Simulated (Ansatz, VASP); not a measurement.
## One calculation of TiNi, two programs

POSCAR

```
TiNi
1.0
    3.0471985752      0.0000000000      0.0000000000
    0.0000000000      3.0471985752      0.0000000000
    0.0000000000      0.0000000000      3.0471985752
Ti Ni
1 1
Direct
    0.5000000000      0.5000000000      0.5000000000
    0.0000000000      0.0000000000      0.0000000000
```

The input INCAR.step1:

```
SYSTEM = TiNi
ALGO = Normal ; EDIFF = 1E-4
ENCUT = 520 ; GGA = PE
ISMEAR = 0 ; LASPH = .True.
LCHARG = .False. ; LREAL = .False.
LWAVE = .True. ; NBANDS = 18
NELM = 100 ; PREC = Accurate
SIGMA = 0.1
```

The input INCAR.step2:

```
SYSTEM = TiNi
ALGO = Normal ; EDIFF = 1E-6
ENCUT = 520 ; ISIF = 2
ISMEAR = 0 ; ISTART = 1
LASPH = .True. ; LCHARG = .True.
LELF = .True. ; LMIXTAU = .True.
LREAL = .False. ; LVHAR = .True.
LWAVE = .False. ; METAGGA = R2SCAN
NBANDS = 18 ; NELM = 100
PREC = Accurate ; SIGMA = 0.1
```

Contents of KPOINTS:

```
k-points
0
Gamma
  14 14 14
  0 0 0
```

Input for Ansatz:

```yaml
crystal:
  lattice:
    - [3.0471985752, 0.0, 0.0]
    - [0.0, 3.0471985752, 0.0]
    - [0.0, 0.0, 3.0471985752]
  atoms:
    - { symbol: Ti, position: [0.5, 0.5, 0.5] }
    - { symbol: Ni, position: [0.0, 0.0, 0.0] }
basis:
  ecutwfc: 500
kpoints:
  mp_grid: { grid: [14, 14, 14] }
hamiltonian:
  xc: r2scan
scf:
  occupations: { method: gaussian, width: 0.1 }
output:
  forces: true
  stress: true
  eigenvalues: true
```

Alike in both runs: task single point; functional r2SCAN; k mesh 14 × 14 × 14; occupations gaussian, width 0.1 eV; no spin polarisation.

|  | VASP | Ansatz |
| --- | --- | --- |
| version | VASP 6.6.1 | Ansatz 0.2.0 |
| potentials or method | VASP PAW PBE potentials, release 64 (Ti_sv, Ni) | scalar-relativistic, plane waves, PAW |
| plane-wave cutoff (eV) | 520 | 500 |
| valence electrons in the cell | 22 | 30 |

Ansatz gave:

| Item | Value |
| --- | --- |
| gap on the k mesh at the Fermi level (eV) | none |
| pressure (GPa) | -9.0 |

Which values does VASP return?

gap on the k mesh at the Fermi level (eV): none; pressure (GPa): -8.6.

A gap of «none» marks a metal or a gap that the smearing closes. The functional is the same, so the differences come from potentials, cutoffs and numerics. The two sets of potentials don't hold the same shells in valence.

Caveats: the PAW data sets were made with another functional, which shifts forces and pressure a little (VASP). Spin polarisation is off, so any magnetic state and its effect on volume and gap are missing.
